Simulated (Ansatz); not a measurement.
Level of theory: DFT PBE, scalar-relativistic, plane waves, PAW in Ansatz 0.2.0. Settings: cutoff 420 eV, Γ-centred meshes spaced at most about 0.3 Å⁻¹, and about 0.25 Å⁻¹ or finer for metals (2π included), Gaussian smearing. No spin polarisation in the final relaxations.

Temperature and zero-point effects are left out.

Compare these two cells of Se, each relaxed at this level.

A.

```
CELL_PARAMETERS angstrom
-3.75342 3.75342 2.57492
3.75342 -3.75342 2.57492
3.75342 3.75342 -2.57492
ATOMIC_POSITIONS crystal
Se 0.00000 0.00000 0.00000
Se 0.75000 0.25000 0.50000
Se 0.37500 0.62500 0.75000
Se 0.37500 0.12500 0.75000
Se 0.37500 0.62500 0.25000
Se 0.87500 0.62500 0.25000
```

B.

```
CELL_PARAMETERS angstrom
2.77203 -5.45928 0.00000
2.77203 5.45928 0.00000
0.00000 0.00000 2.76590
ATOMIC_POSITIONS crystal
Se 0.00000 0.00000 0.50000
Se 0.75908 0.24092 0.50000
Se 0.24092 0.75908 0.50000
```

Question: Which form is favoured at zero pressure, and by what margin per atom?

Answer: B is lower, by 107 meV/atom. A has space group I4_1/amd (No. 141), 24.2 Å³/atom and no gap on its mesh; B has space group Cmmm (No. 65), 27.9 Å³/atom and no gap. Counting all near atoms (those within 1.25 times the shortest such distance or 1.15 times the sum of covalent radii; a plus sign parts nearer from farther groups; a slash parts the counts of unlike sites), A has Se 4/2+4 and B has Se 4/5. The lower one is the more open, so pressure narrows the difference. Both come from invented guesses. The part of the Crystallography Open Database at hand lists Se in space groups No. 14, 148, 152, 154, 166 and others; no cell shown has one of them.

Cells relaxed within their symmetry can be saddle points.
